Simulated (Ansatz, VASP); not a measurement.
# Hf in VASP and in Ansatz

Contents of INCAR:

```
SYSTEM = Hf
PREC = Accurate ; ENCUT = 600
EDIFF = 1E-6 ; ISMEAR = -1
SIGMA = 0.05 ; LREAL = .FALSE.
LASPH = .TRUE. ; NELM = 80
ALGO = Fast ; ISIF = 3
LWAVE = .FALSE. ; LCHARG = .FALSE.
GGA = PE ; IVDW = 12
IBRION = 2 ; NSW = 60
EDIFFG = -0.01
```

File KPOINTS:

```
Automatic mesh
0
G
  9 9 9
  0 0 0
```

File POSCAR:

```
Hf
1.0
    2.9138100000      0.0000000000      0.0000000000
    0.0000000000      2.9138100000      0.0000000000
    0.0000000000      0.0000000000      2.9138100000
Hf
1
Direct
    0.5000000000      0.5000000000      0.5000000000
```

input.yaml

```yaml
crystal:
  lattice:
    - [2.91381, 0.0, 0.0]
    - [0.0, 2.91381, 0.0]
    - [0.0, 0.0, 2.91381]
  atoms:
    - { symbol: Hf, position: [0.5, 0.5, 0.5] }
hamiltonian:
  xc: pbe
  pseudopotentials: { kind: paw }
  dispersion: d3bj
kpoints:
  mp_grid: { grid: [9, 9, 9] }
scf:
  occupations: { method: fermi_dirac, width: 0.05 }
output:
  forces: true
  stress: true
  eigenvalues: true
  write_density: true
  write_potential: true
  elf: true
  volumetric_format: npy
relax:
  f_tol: 0.01
  max_steps: 40
  cell: { stress_tol: 0.05 }
```

The cell was built by a generator and needn't be a form met in nature.

Alike in both runs: task relaxation of cell and atoms; functional PBE; dispersion D3(BJ); k mesh 9 × 9 × 9; occupations fermi-dirac, width 0.05 eV; no spin polarisation.

|  | VASP | Ansatz |
| --- | --- | --- |
| version | VASP 6.6.1 | Ansatz 0.2.0 |
| potentials or method | VASP PAW PBE potentials, release 64 (Hf_pv) | Ansatz PAW |
| plane-wave cutoff (eV) | 600 | 420 |
| valence electrons in the cell | 10 | 26 |

Ansatz gave:

* gap on the k mesh at the Fermi level, each at its own relaxed structure (eV): none
* relaxed volume (Å³/atom): 23.89
* relaxed cell length with the largest relative difference (Å): 2.880
* energy change over the relaxation (meV/atom): -7

Question: What did VASP give for the same quantities?

Answer: gap on the k mesh at the Fermi level, each at its own relaxed structure (eV): none; relaxed volume (Å³/atom): 23.81; relaxed cell length with the largest relative difference (Å): 2.877; energy change over the relaxation (meV/atom): -8.

A gap of «none» marks a metal or a gap that the smearing closes. The two sets of potentials don't hold the same shells in valence.

Caveats: pairwise dispersion overbinds metals, which lowers pressure and volume; the plane-wave basis is chosen anew once the cell has moved, so the energies of steps on either side of that aren't comparable (Ansatz). The runs have no spin-orbit coupling, so splittings on Hf are missing.
